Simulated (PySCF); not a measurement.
Substituent effects on chemical shifts

Parent skeleton `[cH:1]1[cH:2][cH:3][n:4][cH:5][cH:6]1`; one hydrogen on atom 1 is replaced by X. Hydrogens on one atom are averaged.

- geometry from GFN2-xTB
- shielding tensors at PBE0/pcSseg-1 (GIAO)
- program: PySCF 2.14.0 with density-fitted response routines
- fast rotation and ring inversion assumed for equivalent nuclei, relativity neglected, isolated molecule, a single conformation

Scale: 13C (186.93 ppm), 1H (31.72 ppm) against TMS; 15N (267.73 ppm) against NH3 (reference shieldings calculated alike).

Parent (X = H): C1 141.4, C2/C6 128.5, C3/C5 156.1, N4 361.9, H(C2)/H(C6) 7.42, H(C3)/H(C5) 9.00 ppm. Effects are Δδ = δ(X) − δ(H), positive for deshielding.

Four derivatives gave (Δδ, ppm):
```tsv
compound	C1	C2/C6	C3/C5	N4	H(C2)/H(C6)	H(C3)/H(C5)
1	+14.5	-1.3	+0.2	-6.3	+0.09	+0.06
2	+17.2	-5.9	-1.1	-19.6	-0.42	-0.26
3	-6.7	+3.7	-0.2	+1.8	+0.13	+0.00
4	+19.3	-1.8	+0.8	-6.1	-0.21	-0.04
```

Task: Their substituents are CH2NH2, Ph, SCH3, ethynyl. Which is which?

Result: 1: X = Ph (c1ccc(-c2ccncc2)cc1); 2: X = SCH3 (CSc1ccncc1); 3: X = ethynyl (C#Cc1ccncc1); 4: X = CH2NH2 (NCc1ccncc1).

Experimental scales use liquid or dissolved standards, which lie at an offset from isolated NH3 (liquid NH3: subtract about 20 ppm). Unscaled 15N shifts of sp2 nitrogen come out 20 to 40 ppm too high even then.
